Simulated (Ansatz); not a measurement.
The system is Ca.

```xyz
1
Lattice="0.0000 2.7942 2.7942 2.7942 0.0000 2.7942 2.7942 2.7942 0.0000" Properties=species:S:1:pos:R:3 pbc="T T T"
Ca    0.0000    0.0000    0.0000
```

```yaml
Program: Ansatz 0.2.0
Task: relaxation of cell and atoms
Functional: PBE
Dispersion: D4
Potentials_or_basis: all-electron LAPW, scalar-relativistic
Basis_error_allowed: 0.001 eV/atom
k_mesh: 8 × 8 × 8
Occupations: fermi-dirac, width 0.05 eV
Spin: no spin polarisation
```

At the start: volume 43.63 Å³/atom.

Question: Where does the relaxation end?

Answer: Over 11 steps the energy falls by 9.1 meV/atom and the volume is 41.84 Å³/atom (-4.1 %); space group Fm-3m (No. 225, to 0.05 Å).

Step by step:
| step | energy change (eV) | largest force (eV/Å) | volume (Å³) |
| --- | --- | --- | --- |
| 1 | 0.0000 | 0.0000 | 43.63 |
| 2 | -0.0072 | 0.0000 | 42.37 |
| 3 | -0.0089 | 0.0000 | 41.92 |
| 4 | -0.0089 | 0.0000 | 41.92 |
| 5 | -0.0089 | 0.0000 | 41.92 |
| 6 | -0.0090 | 0.0000 | 41.91 |
| 7 | -0.0090 | 0.0000 | 41.91 |
| 8 | -0.0090 | 0.0000 | 41.91 |
| 9 | -0.0090 | 0.0000 | 41.89 |
| 10 | -0.0091 | 0.0000 | 41.84 |
| 11 | -0.0091 | 0.0000 | 41.84 |

Final structure:
```xyz
1
Lattice="0.0000 2.7555 2.7555 2.7555 0.0000 2.7555 2.7555 2.7555 0.0000" Properties=species:S:1:pos:R:3 pbc="T T T"
Ca    0.0000    0.0000    0.0000
```
